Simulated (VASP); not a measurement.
# Si (Fd-3m) in VASP: a series of runs

Runs on Si. Level: PBE. Tasks: single point.

Program: VASP 6.6.1. These are calculated values, not measurements. Logs are shortened: lines on timing, memory, paths and dates and some standing lists are left out, and cuts for length are marked.

## 1. The undisturbed crystal

Symmetry: Fd-3m, No. 227, cubic system. Conventional cell: a = 5.444 Å, b = 5.444 Å, c = 5.444 Å, α = 90.00°, β = 90.00°, γ = 90.00°. Si (site symmetry -43m) has 4 Si at 2.36 Å as nearest neighbours.

## 2. Single point, PBE (grid = ENCUT=350 dk=0.45 cell=3x3x3 ISMEAR=0 SIGMA=0.05 LREAL=Auto EDIFF=1e-06)

The input, INCAR:

```
SYSTEM = Si53W
PREC     = Accurate       ! precision mode
ENCUT    = 350            ! plane-wave cutoff, eV
EDIFF    = 1E-6           ! SCF threshold, eV
ISMEAR   = 0              ! smearing method
SIGMA    = 0.05           ! smearing width, eV
LREAL    = Auto         
LASPH    = .TRUE.         ! aspherical terms in the spheres
NELM     = 120            ! most SCF steps
ALGO     = Fast           ! electronic algorithm
ISIF     = 2              ! what is computed and relaxed
LWAVE    = .FALSE.        ! write WAVECAR
LCHARG   = .FALSE.        ! write CHGCAR
GGA      = PE             ! functional
NBANDS   = 131            ! bands
NCORE    = 1            
KPAR     = 2
```

The input, KPOINTS:

```
Automatic mesh
0
G
  2 2 2
  0 0 0
```

The input, POSCAR:

```
Si53W
1.0
    0.0000000000      8.1655535595      8.1655535595
    8.1655535595      0.0000000000      8.1655535595
    8.1655535595      8.1655535595      0.0000000000
W Si
1 53
Direct
    0.1666666667      0.1666666667      0.1666666667
    0.1666666667      0.1666666667      0.5000000000
    0.1666666667      0.1666666667      0.8333333333
    0.1666666667      0.5000000000      0.1666666667
    0.1666666667      0.5000000000      0.5000000000
    0.1666666667      0.5000000000      0.8333333333
    0.1666666667      0.8333333333      0.1666666667
    0.1666666667      0.8333333333      0.5000000000
    0.1666666667      0.8333333333      0.8333333333
    0.5000000000      0.1666666667      0.1666666667
    0.5000000000      0.1666666667      0.5000000000
    0.5000000000      0.1666666667      0.8333333333
    0.5000000000      0.5000000000      0.1666666667
    0.5000000000      0.5000000000      0.5000000000
    0.5000000000      0.5000000000      0.8333333333
    0.5000000000      0.8333333333      0.1666666667
    0.5000000000      0.8333333333      0.5000000000
    0.5000000000      0.8333333333      0.8333333333
    0.8333333333      0.1666666667      0.1666666667
    0.8333333333      0.1666666667      0.5000000000
    0.8333333333      0.1666666667      0.8333333333
    0.8333333333      0.5000000000      0.1666666667
    0.8333333333      0.5000000000      0.5000000000
    0.8333333333      0.5000000000      0.8333333333
    0.8333333333      0.8333333333      0.1666666667
    0.8333333333      0.8333333333      0.5000000000
    0.8333333333      0.8333333333      0.8333333333
    0.2500000000      0.2500000000      0.2500000000
    0.2500000000      0.2500000000      0.5833333333
    0.2500000000      0.2500000000      0.9166666667
    0.2500000000      0.5833333333      0.2500000000
    0.2500000000      0.5833333333      0.5833333333
    0.2500000000      0.5833333333      0.9166666667
    0.2500000000      0.9166666667      0.2500000000
    0.2500000000      0.9166666667      0.5833333333
    0.2500000000      0.9166666667      0.9166666667
    0.5833333333      0.2500000000      0.2500000000
    0.5833333333      0.2500000000      0.5833333333
    0.5833333333      0.2500000000      0.9166666667
    0.5833333333      0.5833333333      0.2500000000
    0.5833333333      0.5833333333      0.5833333333
    0.5833333333      0.5833333333      0.9166666667
    0.5833333333      0.9166666667      0.2500000000
    0.5833333333      0.9166666667      0.5833333333
    0.5833333333      0.9166666667      0.9166666667
    0.9166666667      0.2500000000      0.2500000000
    0.9166666667      0.2500000000      0.5833333333
    0.9166666667      0.2500000000      0.9166666667
    0.9166666667      0.5833333333      0.2500000000
    0.9166666667      0.5833333333      0.5833333333
    0.9166666667      0.5833333333      0.9166666667
    0.9166666667      0.9166666667      0.2500000000
    0.9166666667      0.9166666667      0.5833333333
    0.9166666667      0.9166666667      0.9166666667
```

Potentials or basis: VASP PAW PBE potentials, release 64 (W_sv, Si).

On the command line:

```sh
$ cat potpaw_PBE.64/W_sv/POTCAR potpaw_PBE.64/Si/POTCAR > POTCAR
$ mpirun -np 4 vasp_std > vasp.out
```

OUTCAR:

```text
SYSTEM = Si53W
   PREC = Accurate
   ENCUT = 350
   EDIFF = 1E-6
   ISMEAR = 0
   LREAL = Auto
   LASPH = .TRUE.
   NELM = 120
   ISIF = 2
   GGA = PE

 Found      3 irreducible k-points:

 Following reciprocal coordinates:
            Coordinates               Weight
  0.000000  0.000000  0.000000      1.000000
  0.500000  0.000000  0.000000      4.000000
  0.500000  0.500000  0.000000      3.000000
   k-points           NKPTS =      3   k-points in BZ     NKDIM =      3   number of bands    NBANDS=    132
   number of dos      NEDOS =    301   number of ions     NIONS =     54
   total plane-waves  NPLWV = 343000
   dimension x,y,z NGX =    70 NGY =   70 NGZ =   70
   dimension x,y,z NGXF=   140 NGYF=  140 NGZF=  140
   ions per type =               1  53
   NGX,Y,Z   is equivalent  to a cutoff of  10.08, 10.08, 10.08 a.u.
   NGXF,Y,Z  is equivalent  to a cutoff of  20.15, 20.15, 20.15 a.u.
 SYSTEM =  Si53W
   PREC   = accura    normal or accurate (medium, high low for compatibility)
   ISTART =      0    job   : 0-new  1-cont  2-samecut
   ICHARG =      2    charge: 1-file 2-atom 10-const
   ISPIN  =      1    spin polarized calculation?
   LNONCOLLINEAR =      F non collinear calculations
   LSORBIT =      F    spin-orbit coupling
   LASPH  =      T    aspherical Exc in radial PAW
   ENCUT  =  350.0 eV  25.72 Ry    5.07 a.u.  17.62 17.62 17.62*2*pi/ulx,y,z
   NELM   =    120;   NELMIN=  2; NELMDL= -5     # of ELM steps
   EDIFF  = 0.1E-05   stopping-criterion for ELM
   LREAL  =      T    real-space projection
   EDIFFG = 0.1E-04   stopping-criterion for IOM
   NSW    =      0    number of steps for IOM
   IBRION =     -1    ionic relax: 0-MD 1-quasi-New 2-CG
   NFREE  =      0    steps in history (QN), initial steepest desc. (CG)
   ISIF   =      2    stress and relaxation
   ISYM   =      2    0-nonsym 1-usesym 2-fastsym
   POTIM  = 0.5000    time-step for ionic-motion
   TEBEG  =    0.0;   TEEND  =   0.0 temperature during run
   PSTRESS=    0.0 pullay stress
   NELECT =     226.0000    total number of electrons
   NUPDOWN=      -1.0000    fix difference up-down
   EMIN   =  10.00;   EMAX   =-10.00  energy-range for DOS
   EFERMI =   0.00;   METHOD = LEGACY
   ISMEAR =     0;   SIGMA  =   0.05  broadening in eV -4-tet -1-fermi 0-gaus
   EFERMI_NEDOS =   21; number of points for ismear=-14 and -15
   IALGO  =     68    algorithm
   IMIX   =      4    mixing-type and parameters
     AMIX     =   0.40;   BMIX     =  1.00
     AMIX_MAG =   1.60;   BMIX_MAG =  1.00
  volume/ion in A,a.u.               =      20.16       136.08
  Fermi-wavevector in a.u.,A,eV,Ry     =   0.969279  1.831671 12.782690  0.939501
  Thomas-Fermi vector in A             =   2.099318
   LORBIT       =      0    0 simple, 1 ext, 2 COOP (PROOUT), +10 PAW based schemes
   GGA     = PE    functional components
   LHFCALC =     F    Hartree Fock is set to
   AEXX    =    0.0000 exact exchange contribution
   IVDW    =     0    specifies the selected vdW correction
   LEPSILON=     F    determine dielectric tensor
   LRPA    =     F    only Hartree local field effects (RPA)
 non-spin polarized calculation
 RMM-DIIS sequential band-by-band and
 Gauss-broadening in eV      SIGMA  =   0.05
  energy-cutoff  :      350.00
  volume of cell :     1088.90
 maximum number of plane-waves:     16361
   NGX = 35   NGY = 35   NGZ = 35

 number of electron     225.9999997 magnetization

 Free energy of the ion-electron system (eV)
  ---------------------------------------------------
  ext. energy  EPLUGINS =         0.00000000
  ---------------------------------------------------
  free energy    TOTEN  =      -295.81022391 eV

  energy without entropy =     -295.78341069  energy(sigma->0) =     -295.79681730

 E-fermi :   5.7866     XC(G=0):  -9.4312

 val. band max:        5.6128442878   @ k =   0.0000   0.0000   0.0000
 cond. band min:       5.7978351170   @ k =   0.5000   0.0000   0.0000
 fundamental gap:      0.1849908293
 Fermi energy:         5.7865705742

 k-point     1 :       0.0000    0.0000    0.0000
  band No.  band energies     occupation
      1     -67.3660      2.00000
      2     -31.6936      2.00000
      3     -31.6936      2.00000
      4     -31.6936      2.00000
      5      -6.0973      2.00000
      6      -4.7755      2.00000
[... 117 lines left out ...]
    124       7.3606      0.00000
    125       7.3626      0.00000

 k-point     2 :       0.5000    0.0000    0.0000
  band No.  band energies     occupation
      1     -67.3659      2.00000
      2     -31.6936      2.00000
      3     -31.6936      2.00000
      4     -31.6936      2.00000
      5      -5.7699      2.00000
      6      -5.7094      2.00000
[... 117 lines left out ...]
    124       7.5237      0.00000
    125       7.7538      0.00000

 k-point     3 :       0.5000    0.5000    0.0000
  band No.  band energies     occupation
      1     -67.3659      2.00000
      2     -31.6936      2.00000
      3     -31.6936      2.00000
      4     -31.6936      2.00000
      5      -5.6486      2.00000
      6      -5.5931      2.00000
[... 117 lines left out ...]
    124       7.8244      0.00000
    125       7.8382      0.00000
 [bands above 125 left out]

------------------------ aborting loop because EDIFF is reached ----------------------------------------

  FORCE on cell =-STRESS in cart. coord.  units (eV):
  Direction    XX          YY          ZZ          XY          YZ          ZX
  --------------------------------------------------------------------------------------
  -------------------------------------------------------------------------------------
  Total       12.4166693     12.4166693     12.4166693     -0.0000000     -0.0000000      0.0000000
  in kB       18.2695903     18.2695903     18.2695903     -0.0000000     -0.0000000      0.0000000
  external PRESSURE =      18.2695903 kB  Pullay stress =       0.0000000 kB

 VOLUME and BASIS-vectors are now :
 -----------------------------------------------------------------------------
  energy-cutoff  :      350.00
  volume of cell :     1088.90
      direct lattice vectors                 reciprocal lattice vectors
     0.000000000  8.165553559  8.165553559    -0.061232836  0.061232836  0.061232836
     8.165553559  0.000000000  8.165553559     0.061232836 -0.061232836  0.061232836
     8.165553559  8.165553559  0.000000000     0.061232836  0.061232836 -0.061232836

 POSITION                                       TOTAL-FORCE (eV/Angst)
 -----------------------------------------------------------------------------------
      2.72185      2.72185      2.72185        -0.000000     -0.000000     -0.000000
      5.44370      5.44370      2.72185         0.080134      0.080134     -0.146187
      8.16555      8.16555      2.72185        -0.080134     -0.080134     -0.146187
      5.44370      2.72185      5.44370         0.080134     -0.146187      0.080134
      8.16555      5.44370      5.44370         0.003645     -0.003645     -0.003645
     10.88740      8.16555      5.44370         0.146187     -0.080134      0.080134
[... 46 lines left out ...]
     12.24833     12.24833     14.97018        -0.015757     -0.015757     -0.005935
     14.97018     14.97018     14.97018        -0.000000     -0.000000     -0.000000
 -----------------------------------------------------------------------------------
    total drift:                               -0.000012     -0.000012     -0.000012

  FREE ENERGIE OF THE ION-ELECTRON SYSTEM (eV)
  ---------------------------------------------------
  free  energy   TOTEN  =      -295.8102239076 eV

  energy  without entropy=     -295.7834106904  energy(sigma->0) =     -295.79681730
```

Run time: 2.9 min. Hardware: 4 MPI ranks of Intel Xeon Platinum 8259CL at 2.50GHz (Skylake/Cascade Lake), shared host; peak memory 0.52 GiB.

The run converged, but some of its settings lie outside the range that counts as converged, so its numbers aren't taken as properties of the crystal.

Results:

```yaml
Free_energy: -295.8102 eV
Pressure: 1.8 GPa
Largest_force: 0.881 eV/Å
Band_gap_on_the_k_mesh: none (metal or under the smearing width)
```

## 3. Single point, PBE (grid = ENCUT=350 dk=0.6 cell=3x3x3 ISMEAR=0 SIGMA=0.05 LREAL=Auto EDIFF=1e-06)

INCAR is that of step 2.

KPOINTS is that of step 2.

POSCAR is that of step 2.

Potentials or basis: VASP PAW PBE potentials, release 64 (W_sv, Si).

On the command line:

```sh
$ cat potpaw_PBE.64/W_sv/POTCAR potpaw_PBE.64/Si/POTCAR > POTCAR
$ mpirun -np 4 vasp_std > vasp.out
```

Wall time 3 min (4 MPI ranks of Intel Xeon Platinum 8259CL at 2.50GHz (Skylake/Cascade Lake), shared host); peak memory 0.52 GiB.

The run converged, but some of its settings lie outside the range that counts as converged, so its numbers aren't taken as properties of the crystal.

What came out:

- Free energy: -295.8102 eV
- Pressure: 1.8 GPa
- Largest force: 0.881 eV/Å
- Band gap on the k mesh: none (metal or under the smearing width)

## 4. Single point, PBE (grid = ENCUT=350 dk=0.35 cell=3x3x2 ISMEAR=0 SIGMA=0.05 LREAL=Auto EDIFF=1e-06)

The input, INCAR:

```
SYSTEM = Si
PREC = Accurate
ENCUT = 350
EDIFF = 1E-6
ISMEAR = 0
SIGMA = 0.05
LREAL = Auto
LASPH = .True.
NELM = 120
ALGO = Fast
ISIF = 2
LWAVE = .False.
LCHARG = .False.
GGA = PE
NBANDS = 84
NCORE = 1
KPAR = 2
```

The input, KPOINTS:

```
regular mesh
0
Gamma
  2 2 3
  0 0 0
```

The input, POSCAR:

```
Si
1.0
    0.0000000000      8.1655535595      8.1655535595
    8.1655535595      0.0000000000      8.1655535595
    5.4437023730      5.4437023730      0.0000000000
Si
36
Direct
    0.1666666667      0.1666666667      0.2500000000
    0.1666666667      0.1666666667      0.7500000000
    0.1666666667      0.5000000000      0.2500000000
    0.1666666667      0.5000000000      0.7500000000
    0.1666666667      0.8333333333      0.2500000000
    0.1666666667      0.8333333333      0.7500000000
    0.5000000000      0.1666666667      0.2500000000
    0.5000000000      0.1666666667      0.7500000000
    0.5000000000      0.5000000000      0.2500000000
    0.5000000000      0.5000000000      0.7500000000
    0.5000000000      0.8333333333      0.2500000000
    0.5000000000      0.8333333333      0.7500000000
    0.8333333333      0.1666666667      0.2500000000
    0.8333333333      0.1666666667      0.7500000000
    0.8333333333      0.5000000000      0.2500000000
    0.8333333333      0.5000000000      0.7500000000
    0.8333333333      0.8333333333      0.2500000000
    0.8333333333      0.8333333333      0.7500000000
    0.2500000000      0.2500000000      0.3750000000
    0.2500000000      0.2500000000      0.8750000000
    0.2500000000      0.5833333333      0.3750000000
    0.2500000000      0.5833333333      0.8750000000
    0.2500000000      0.9166666667      0.3750000000
    0.2500000000      0.9166666667      0.8750000000
    0.5833333333      0.2500000000      0.3750000000
    0.5833333333      0.2500000000      0.8750000000
    0.5833333333      0.5833333333      0.3750000000
    0.5833333333      0.5833333333      0.8750000000
    0.5833333333      0.9166666667      0.3750000000
    0.5833333333      0.9166666667      0.8750000000
    0.9166666667      0.2500000000      0.3750000000
    0.9166666667      0.2500000000      0.8750000000
    0.9166666667      0.5833333333      0.3750000000
    0.9166666667      0.5833333333      0.8750000000
    0.9166666667      0.9166666667      0.3750000000
    0.9166666667      0.9166666667      0.8750000000
```

Potentials or basis: VASP PAW PBE potentials, release 64 (Si).

On the command line:

```sh
$ cat potpaw_PBE.64/Si/POTCAR > POTCAR
$ mpirun -np 4 vasp_std > vasp.out
```

OUTCAR:

```text
SYSTEM = Si
   PREC = Accurate
   ENCUT = 350
   EDIFF = 1E-6
   ISMEAR = 0
   LREAL = Auto
   LASPH = .True.
   NELM = 120
   ISIF = 2
   GGA = PE

 Found      6 irreducible k-points:

 Following reciprocal coordinates:
            Coordinates               Weight
  0.000000  0.000000  0.000000      1.000000
  0.500000  0.000000  0.000000      2.000000
  0.500000  0.500000  0.000000      1.000000
  0.000000  0.000000  0.333333      2.000000
  0.500000  0.000000  0.333333      4.000000
  0.500000  0.500000  0.333333      2.000000
   k-points           NKPTS =      6   k-points in BZ     NKDIM =      6   number of bands    NBANDS=     84
   number of dos      NEDOS =    301   number of ions     NIONS =     36
   total plane-waves  NPLWV = 235200
   dimension x,y,z NGX =    70 NGY =   70 NGZ =   48
   dimension x,y,z NGXF=   140 NGYF=  140 NGZF=   96
   ions per type =              36
   NGX,Y,Z   is equivalent  to a cutoff of  10.08, 10.08, 10.37 a.u.
   NGXF,Y,Z  is equivalent  to a cutoff of  20.15, 20.15, 20.73 a.u.
 SYSTEM =  Si
   PREC   = accura    normal or accurate (medium, high low for compatibility)
   ISTART =      0    job   : 0-new  1-cont  2-samecut
   ICHARG =      2    charge: 1-file 2-atom 10-const
[... 64 lines left out ...]
  band No.  band energies     occupation
      1      -6.1486      2.00000
      2      -4.7808      2.00000
      3      -4.7808      2.00000
      4      -4.7808      2.00000
      5      -4.7808      2.00000
      6      -4.2559      2.00000
[... 511 lines left out ...]
     83       8.5515      0.00000
     84       8.5639      0.00000

------------------------ aborting loop because EDIFF is reached ----------------------------------------

  FORCE on cell =-STRESS in cart. coord.  units (eV):
  Direction    XX          YY          ZZ          XY          YZ          ZX
  --------------------------------------------------------------------------------------
  -------------------------------------------------------------------------------------
  Total        5.8190829      5.8190829      5.8309015      0.0102401     -0.0235939     -0.0235939
  in kB       12.8430891     12.8430891     12.8691735      0.0226006     -0.0520733     -0.0520733
  external PRESSURE =      12.8517839 kB  Pullay stress =       0.0000000 kB

 VOLUME and BASIS-vectors are now :
 -----------------------------------------------------------------------------
  energy-cutoff  :      350.00
  volume of cell :      725.93
      direct lattice vectors                 reciprocal lattice vectors
     0.000000000  8.165553559  8.165553559    -0.061232836  0.061232836  0.061232836
     8.165553559  0.000000000  8.165553559     0.061232836 -0.061232836  0.061232836
     5.443702373  5.443702373  0.000000000     0.091849254  0.091849254 -0.091849254

 POSITION                                       TOTAL-FORCE (eV/Angst)
 -----------------------------------------------------------------------------------
      2.72185      2.72185      2.72185         0.000228      0.000228     -0.000114
      5.44370      5.44370      2.72185         0.000228      0.000228     -0.000114
      5.44370      2.72185      5.44370         0.000228      0.000228     -0.000114
      8.16555      5.44370      5.44370         0.000228      0.000228     -0.000114
      8.16555      2.72185      8.16555         0.000228      0.000228     -0.000114
     10.88740      5.44370      8.16555         0.000228      0.000228     -0.000114
[... 28 lines left out ...]
      9.52648      9.52648     14.97018        -0.000228     -0.000228      0.000114
     12.24833     12.24833     14.97018        -0.000228     -0.000228      0.000114
 -----------------------------------------------------------------------------------
    total drift:                                0.000000      0.000000      0.000001

  FREE ENERGIE OF THE ION-ELECTRON SYSTEM (eV)
  ---------------------------------------------------
  free  energy   TOTEN  =      -194.8048971062 eV

  energy  without entropy=     -194.8048971062  energy(sigma->0) =     -194.80489711
```

Wall time 64 s (4 MPI ranks of Intel Xeon Platinum 8488C (Sapphire Rapids), shared host); peak memory 0.38 GiB.

The run converged, but some of its settings lie outside the range that counts as converged, so its numbers aren't taken as properties of the crystal.

What came out:

```
Free energy            : -194.8049 eV
Pressure               : 1.3 GPa
Band gap on the k mesh : 0.72 eV
```

Caveat: an odd mesh through Γ misses points on the zone boundary, where band edges often lie.

## 5. For comparison

An earlier run on the cell as given: functional PBE; potentials or basis VASP PAW PBE potentials, release 64 (Si); cutoff 520 eV; k mesh 8 × 8 × 8; occupations fermi-dirac, width 0.05 eV; no spin polarisation.

- Pressure: 1.3 GPa
- Band gap on the k mesh: 0.63 eV, indirect (least direct gap 2.56 eV)
